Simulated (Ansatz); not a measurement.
# PtS2 (P-3m1) in Ansatz: a series of runs

The runs below take PtS2 through relaxation of cell and atoms, with revPBE+D3(BJ), revPBE+D4.

Program: Ansatz 0.2.0. These are calculated values, not measurements. Logs are shortened: lines on timing, memory, paths and dates and some standing lists are left out, and cuts for length are marked.

### 1 The crystal as given

Symmetry: P-3m1, No. 164, trigonal system. The conventional cell has a = 3.543 Å, b = 3.543 Å, c = 5.039 Å, α = 90.00°, β = 90.00°, γ = 120.00°. Pt (site symmetry -3m) has 6 S at 2.34 Å as nearest neighbours. S (site symmetry 3m) is surrounded by 3 Pt at 2.34 Å.

### 2 Relaxation of cell and atoms, revPBE+D3(BJ)

The input, input.yaml:

```yaml
crystal:
  lattice:
    - [3.5432, 0.0, 0.0]
    - [-1.7716, 3.0685012107, 0.0]
    - [0.0, 0.0, 5.0388]
  atoms:
    - { symbol: Pt, position: [0.0, 0.0, 0.0] }
    - { symbol: S, position: [0.6666666667, 0.3333333333, 0.773] }
    - { symbol: S, position: [0.3333333333, 0.6666666667, 0.227] }
hamiltonian:
  xc: revpbe
  pseudopotentials: { kind: paw }
  dispersion: d3bj
kpoints:
  mp_grid: { grid: [9, 9, 5] }
scf:
  occupations: { method: fermi_dirac, width: 0.05 }
output:
  forces: true
  stress: true
relax:
  f_tol: 0.01
  max_steps: 40
  cell: { stress_tol: 0.05 }
```

Potentials or basis: Ansatz PAW.

Launch:

```
$ ansatz run input.yaml --threads 2 --pin off --max-ram 5632MiB --backend cpu --events-out ev --progress --plain --runs-dir out
```

The program printed:

```text
Warning: RAYON_NUM_THREADS=2 ignored (pool sized by the plan → 2); use --threads N
Engine: ansatz 0.2.0, x86_64-unknown-linux-gnu
Pseudopotentials: kind: paw
Pseudopotential: Pt, paw, valence charge 18, recommended cutoff 420 eV (normal), Pt.paw.azcp
Pseudopotential: S, paw, valence charge 6, recommended cutoff 420 eV (normal), S.paw.azcp
Functional definition: revPBE
  parameter kappa = 1.245
  parameter beta = 0.06672455060314922
  exchange = pbe_x(kappa = kappa, mu = beta*pi^2/3)
  correlation = pbe_c(beta = beta)
Crystal: 3 atoms, lattice volume = 54.783 Å³
Basis set: ecut = 420 eV, 1043 PW (Γ), exchange–correlation on 48×48×72 points (8 copies of the dense FFT grid, shifted against one another)
Bands: 19, of which v1, the nominal top of the filled ones, is band 15 counted from 1 (14 counted from 0)
Symmetry: 12 space group operations
Space group: P-3m1 (ITA 164), of the structure as read, at distance tolerance 3.8e-5 Å
k-points: 50 of 405
Non-local potential: Pt, projectors of the file, l = 0: 3, l = 1: 2, l = 2: 2, l = 3: 1
Non-local potential: S, projectors of the file, l = 0: 2, l = 1: 2, l = 2: 2
PAW form: soft (Blöchl's): semilocal exchange-correlation on the pseudo side does not see the compensation charge
PAW frozen core: Pt, regenerated for the run's functional, and the local potential with it (the file was generated under x = pbe(κ = 0.804, μ = 0.2195149727645171), c = pbe(β = 0.06672455060314922))
PAW frozen core: S, regenerated for the run's functional, and the local potential with it (the file was generated under x = pbe(κ = 0.804, μ = 0.2195149727645171), c = pbe(β = 0.06672455060314922))
PAW one-centre angular grid: Pt, 590 points (default); XC on 64 Gauss nodes
PAW one-centre angular grid: S, 110 points (default); XC on 64 Gauss nodes
Initial density: superposition of atomic densities (neutral atoms: chi_scale 0, normalization atom), corrected by the library's trained network
Initial wavefunctions: pseudopotential atomic-orbital guess
Functional: x = revpbe(κ = 1.245, μ = 0.2195149727645171), c = pbe(β = 0.06672455060314922)
SCF iter   1: F=—  HF=-14345.218228 eV  |F-HF|=—  |Δ(HF+E_count)|=         —  Δρ=3.75e-3  dr2=8.96e-3  ethr=1.77e-3  ⟨swp⟩=5.7  Hψ=4907  notcnv=0
preconditioner: auto → Resta (q_TF=auto, 2.468 Å⁻¹)  ε∞=6.5  [insulator: Δε(μ)=1.049 eV  Ē_g=10.010 eV  σ=0.050 eV  W_gap=1.00  n_scr=20 (ndim 8)  ℏωp=23.5 eV  f_vac=0.021  D(μ)=0.00/eV (n_scr^D=0)  ε∞_Penn≈6.5]
SCF iter   2: F=—  HF=-14345.218488 eV  |F-HF|=—  |Δ(HF+E_count)|=   2.60e-4  Δρ=2.19e-3  dr2=3.17e-3  ethr=2.99e-5  ⟨swp⟩=2.0  Hψ=1658  notcnv=0
SCF iter   3: F=—  HF=-14345.218857 eV  |F-HF|=—  |Δ(HF+E_count)|=   3.69e-4  Δρ=7.77e-4  dr2=5.30e-4  ethr=1.06e-5  ⟨swp⟩=2.0  Hψ=1545  notcnv=0
SCF iter   4: F=—  HF=-14345.218829 eV  |F-HF|=—  |Δ(HF+E_count)|=   2.78e-5  Δρ=3.07e-4  dr2=4.93e-5  ethr=1.77e-6  ⟨swp⟩=2.5  Hψ=1355  notcnv=0
SCF iter   5: F=—  HF=-14345.218904 eV  |F-HF|=—  |Δ(HF+E_count)|=   7.44e-5  Δρ=9.32e-5  dr2=1.08e-5  ethr=1.64e-7  ⟨swp⟩=2.0  Hψ=1500  notcnv=0
SCF iter   6: F=—  HF=-14345.218906 eV  |F-HF|=—  |Δ(HF+E_count)|=   2.81e-6  Δρ=3.98e-5  dr2=1.11e-6  ethr=3.61e-8  ⟨swp⟩=2.0  Hψ=1391  notcnv=0
SCF iter   7: F=-14345.218908 eV  HF=-14345.218908 eV  |F-HF|=9.89e-8  |Δ(HF+E_count)|=   1.90e-6  Δρ=7.42e-6  dr2=3.80e-8  ethr=3.33e-10  ⟨swp⟩=3.5  Hψ=4252  notcnv=0
SCF 1 converged in 7 iterations: F = -14345.218908 eV  dr2 = 3.80e-8
[... 86 lines left out ...]
SCF iter   2: F=—  HF=-14345.447814 eV  |F-HF|=—  |Δ(HF+E_count)|=   1.87e-5  Δρ=1.14e-4  dr2=8.34e-7  ethr=1.20e-8  ⟨swp⟩=2.0  Hψ=1666  notcnv=0
SCF iter   3: F=—  HF=-14345.447818 eV  |F-HF|=—  |Δ(HF+E_count)|=   4.04e-6  Δρ=8.89e-6  dr2=7.67e-9  ethr=2.78e-9  ⟨swp⟩=2.0  Hψ=1658  notcnv=0
SCF iter   4: F=—  HF=-14345.447818 eV  |F-HF|=—  |Δ(HF+E_count)|=   1.64e-8  Δρ=1.08e-6  dr2=2.72e-10  ethr=2.56e-11  ⟨swp⟩=2.6  Hψ=1643  notcnv=0
iter 5 did not close the SCF: its close was put off for the readings that it lacked (scf_convergence_deferred on its scf_iter line)
SCF iter   5: F=-14345.447818 eV  HF=-14345.447818 eV  |F-HF|=3.64e-12  |Δ(HF+E_count)|=  1.44e-10  Δρ=1.49e-7  dr2=1.46e-11  ethr=1.00e-12  ⟨swp⟩=2.6  Hψ=1524  notcnv=0
SCF iter   6: F=-14345.447818 eV  HF=-14345.447818 eV  |F-HF|=3.64e-12  |Δ(HF+E_count)|=  3.64e-12  Δρ=3.45e-8  dr2=7.82e-13  ethr=1.00e-12  ⟨swp⟩=4.0  Hψ=4061  notcnv=0
SCF 8 converged in 6 iterations: F = -14345.447818 eV  dr2 = 7.82e-13
relax step   8: F+E_penalty+E_count = -14345.44781768 eV  Δ(F+E_penalty+E_count) = +9.918e-4 eV  max|allowed force component| = 2.900e-4 eV/Å  Δτ_max = 0.0000 Å  P = -0.003 GPa  Ω = 49.269 Å³  stress off target by 1.95e-2 GPa  SCF on the basis re-selected at this cell (its energy is not comparable with the rows above)  (6 SCF iters)
basis re-selected at this cell: Δ(F+E_penalty+E_count) = +9.918e-4 eV, ΔP = -0.003 GPa vs the last step (what re-selecting the basis moved, of the pressure what is left beyond the Pulay correction that the steps carried, after the strain that the cell walked since its last selection, with what the two solves' SCF thresholds leave and, on support functions, any second-order correction that the steps lacked; it is no measure of the basis error at this ecutwfc). The dense FFT grid was sized anew with the basis: this SCF ran on 24×24×30 points, the steps before it on 24×24×36, so part of this shift can come from that change (see relax.cell in the input reference). This SCF's stress stands 1.95e-2 GPa from its target on what of the cell is left free (relax.cell.stress_tol is 5.00e-2 GPa) and its largest allowed force component is 2.90e-4 eV/Å (relax.f_tol is 1.00e-2 eV/Å): within both
SCF converged after 6 iterations
Free energy (F): -14345.447818 eV
Harris-Foulkes:  -14345.447818 eV  (|F-HF|=3.64e-12)
Internal energy: -14345.445842 eV  (E = F + TS)
E sigma→0 (E₀):  -14345.446830 eV
Entropy (-TS):   -0.001976 eV (-0.659 meV/atom)
Fermi energy:    13.432437 eV
--- Per-component energies (eV) ---
  E_band       = -259.580101
  E_kinetic    = 852.611530
  E_local      = -2632.657984  (includes V_loc(G=0)·N_el)
  E_nonlocal   = 254.391654
  E_hartree    = 1021.037417
  E_xc         = -457.525130
  E_vxc        = -479.235105  (∫ρ·V_xc dr)
  E_paw        = -10668.288024  (= ΣΔE_a)
  E_vpaw       = -296.765210  (= ΣTr[D̂ρ^β])
  E_aug_tail   = 0.000193  (compensation charges beyond the density's cutoff)
  E_ewald      = -2712.119116
  E_disp       = -2.814340  (pairwise vdW)
  E_core_change = -0.082042  (= ΣΔE_core)
  E_smearing   = -0.001976  (= −TS)
  E_closure    = 0.000000  (closes the sum)
  Σ components = -14345.447818   (vs F -14345.447818, Δ=0.00e0)
--- Forces (eV/Å), atoms counted from 1 ---
  atom   1  Pt    -0.00000000    -0.00000000     0.00000000
  atom   2  S      0.00000000    -0.00000000     0.00028999
  atom   3  S     -0.00000000     0.00000000    -0.00028999
  max |Σ_I F_I| component: 2.31e-18 eV/Å
--- Stress (GPa, compression-positive) ---
        0.005824      -0.000000      -0.000000
       -0.000000       0.005824       0.000000
       -0.000000       0.000000      -0.019534
  P = ⅓ Tr σ = -0.0026 GPa (-0.026 kbar)
--- Relaxed structure (7 steps of the walk, 7 accepted, 1 SCFs on fresh bases) ---
  F+E_penalty+E_count = -14345.44781768 eV   max|allowed force component| = 2.900e-4 eV/Å   (the final SCF, on the basis selected at the relaxed cell)
  cell:  # Å, volume = 49.2692 Å³
    - [3.5721725171088368, 4.3708775894913786e-33, 2.8062641085139065e-17]
    - [-1.7860862585544184, 3.0935921465168548, -1.4031320542569517e-17]
    - [3.990800290684855e-17, 2.316145064542242e-32, 4.458409057423888]
  atoms:
    - { symbol: Pt, position: [4.501825760492422e-34, 3.1382258179903553e-35, -5.934729841099874e-67] }
    - { symbol: S, position: [0.6666666666666666, 0.3333333333333333, 0.730103949107277] }
    - { symbol: S, position: [0.3333333333333333, 0.6666666666666666, 0.26989605089272295] }
```

It took 7 s on 2 threads of Intel Xeon Platinum 8488C (Sapphire Rapids), shared host; peak memory 0.41 GiB.

Results:

| Property | Result |
| --- | --- |
| Free energy | -14345.4478 eV |
| Relaxed volume | 16.42 Å³/atom |
| Relaxed cell | a = 3.572 Å, b = 3.572 Å, c = 4.458 Å, α = 90.00°, β = 90.00°, γ = 120.00° |
| Space group after relaxing (to 0.05 Å) | P-3m1 (No. 164) |
| Energy gained by relaxing | 76.3 meV/atom |
| Ionic steps | 8 |
| Pressure after relaxing | 0.0 GPa |

The path:
| step | energy change (eV) | largest force (eV/Å) | volume (Å³) |
| --- | --- | --- | --- |
| 1 | 0.0000 | 1.3851 | 54.78 |
| 2 | -0.1772 | 0.1983 | 51.16 |
| 3 | -0.2198 | 0.0955 | 50.44 |
| 4 | -0.2256 | 0.0742 | 48.50 |
| 5 | -0.2297 | 0.0055 | 49.46 |
| 6 | -0.2299 | 0.0134 | 49.24 |
| 7 | -0.2299 | 0.0001 | 49.27 |
| 8 | -0.2289 | 0.0003 | 49.27 |

Final structure:
```yaml
crystal:
  lattice:
    - [3.57217, 0.00000, 0.00000]
    - [-1.78609, 3.09359, 0.00000]
    - [0.00000, 0.00000, 4.45841]
  atoms:
    - { symbol: Pt, position: [0.00000, 0.00000, 0.00000] }
    - { symbol: S, position: [0.66667, 0.33333, 0.73010] }
    - { symbol: S, position: [0.33333, 0.66667, 0.26990] }
```

Caveat: the plane-wave basis is chosen anew once the cell has moved, so the energies of steps on either side of that aren't comparable; the volume moved by -10 % from the deposited cell, more than functionals usually miss; the PAW data sets come from PBE, with cores solved anew for the run's functional, which leaves a small shift of forces and pressure.

### 3 Relaxation of cell and atoms, revPBE+D4

Edit input.yaml of step 2 so:

```diff
@@ -12,3 +12,3 @@
   pseudopotentials: { kind: paw }
-  dispersion: d3bj
+  dispersion: d4
 kpoints:
```

Potentials or basis: Ansatz PAW.

Launch:

```
$ ansatz run input.yaml --threads 2 --pin off --max-ram 5632MiB --backend cpu --events-out ev --progress --plain --runs-dir out
```

Wall time 6.7 s (2 threads of Intel Xeon Platinum 8488C (Sapphire Rapids), shared host); peak memory 0.41 GiB.

The run converged. Its results:

| Quantity | Value |
| --- | --- |
| Free energy | -14345.3643 eV |
| Relaxed volume | 16.55 Å³/atom |
| Relaxed cell | a = 3.574 Å, b = 3.574 Å, c = 4.488 Å, α = 90.00°, β = 90.00°, γ = 120.00° |
| Space group after relaxing (to 0.05 Å) | P-3m1 (No. 164) |
| Energy gained by relaxing | 70.7 meV/atom |
| Ionic steps | 7 |
| Pressure after relaxing | 0.0 GPa |

Forces in eV/Å, atoms in the order of the input:
```
Pt   0.000  0.000  0.000
S    0.000  0.000 -0.002
S    0.000  0.000  0.002
```

Step by step:
```csv
step,energy change (eV),largest force (eV/Å),volume (Å³)
1,0.0000,1.3814,54.78
2,-0.1658,0.2261,51.16
3,-0.2032,0.0883,50.92
4,-0.2115,0.0479,49.28
5,-0.2129,0.0085,49.79
6,-0.2130,0.0024,49.66
7,-0.2121,0.0022,49.66
```

Final structure:
```yaml
crystal:
  lattice:
    - [3.57428, 0.00000, 0.00000]
    - [-1.78714, 3.09542, 0.00000]
    - [0.00000, 0.00000, 4.48821]
  atoms:
    - { symbol: Pt, position: [0.00000, 0.00000, 0.00000] }
    - { symbol: S, position: [0.66667, 0.33333, 0.73148] }
    - { symbol: S, position: [0.33333, 0.66667, 0.26852] }
```

Caveat: the plane-wave basis is chosen anew once the cell has moved, so the energies of steps on either side of that aren't comparable; the PAW data sets come from PBE, with cores solved anew for the run's functional, which leaves a small shift of forces and pressure. Spin-orbit coupling is left out, which matters for the levels of Pt.
